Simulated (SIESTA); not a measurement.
Runs of SIESTA 5.4.2 on Ge. Symmetry: Cmmm, No. 65, orthorhombic system. The conventional cell has a = 2.794 Å, b = 5.201 Å, c = 2.698 Å, α = 90.00°, β = 90.00°, γ = 90.00°. Around Ge (site symmetry mmm) lie 8 Ge at 2.70 to 2.95 Å. This isn't the form of Ge at room conditions, which is diamond.

```tsv
potentials or basis	gap on the mesh (eV)	pressure (GPa)	relaxed volume (Å³/atom)
PseudoDojo 0.4 stringent (PBE files), DZP (energy shift 0.003 Ry; two zetas on semicore shells)	none	0.0	17.96
SPMS 1.0 (PBE files) or PseudoDojo by element, DZP (energy shift 0.003 Ry; two zetas on semicore shells)	none	0.0	(a)
PseudoDojo 0.5 standard (PBE files), DZP (energy shift 0.003 Ry; two zetas on semicore shells)	none	0.0	19.75
PseudoDojo 0.4 standard (PBE files), DZP (energy shift 0.003 Ry; two zetas on semicore shells)	none	0.0	19.75
SG15 1.2 (PBE files) or PseudoDojo by element, DZP (energy shift 0.003 Ry; two zetas on semicore shells)	none	0.0	20.03
```

Alike in all rows: task relaxation of cell and atoms; level PBE; no spin polarisation; cell relaxed; k mesh 11 × 11 × 10; smearing fermi-dirac 0.05 eV; grid cutoff 800 Ry; energy shift 0.003 Ry.

Question: Estimate the missing entries.

Answer: (a) 19.40.

Caveats: the basis of atomic orbitals isn't converged, which shifts pressures, moduli and gaps; short orbitals over semicore shells can move pressures by several GPa (some runs); the valence orbitals were made in a potential fitted to the semicore shell under them, which widens gaps by tenths of an eV or more (some runs).

A k mesh can miss the band edges, and the runs leave out spin-orbit coupling on Ge.

A gap of «none» marks a metal or a gap under the smearing width.

The runs don't all hold the same shells in valence.
